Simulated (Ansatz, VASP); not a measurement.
## TaN: VASP beside Ansatz

```
Ta N
1.0
     2.89829    0.00000    0.00000
    -1.44915    2.50999    0.00000
     0.00000    0.00000    2.84404
Ta N
1 1
Direct
  0.33333 0.66667 0.50000
  0.00000 0.00000 0.00000
```

Change from the starting cell: volume scaled by 0.96.

Alike in both runs: task single point; functional PBE; k mesh 12 × 12 × 10; occupations fermi-dirac, width 0.02 eV; no spin polarisation.

```csv
,VASP,Ansatz
version,VASP 6.6.1,Ansatz 0.2.0
potentials or method,"VASP PAW PBE potentials, release 64 (Ta_pv, N), cutoff 520 eV","all-electron LAPW, scalar-relativistic"
```

Ansatz gave:

```
pressure (GPa)                                  : 20.7
largest component of the traceless stress (GPa) : 1.94
```

Problem. Which values does VASP return?

Solution. Pressure (GPa): 21.5; largest component of the traceless stress (GPa): 2.09.

Ansatz ran all-electron here, so the differences hold the error of VASP's frozen core and of both bases.

Caveats: so large a pressure means that the cell lies far from this level's equilibrium, or that cutoff or potentials fall short (VASP). Spin-orbit coupling is left out, which matters for the levels of Ta.
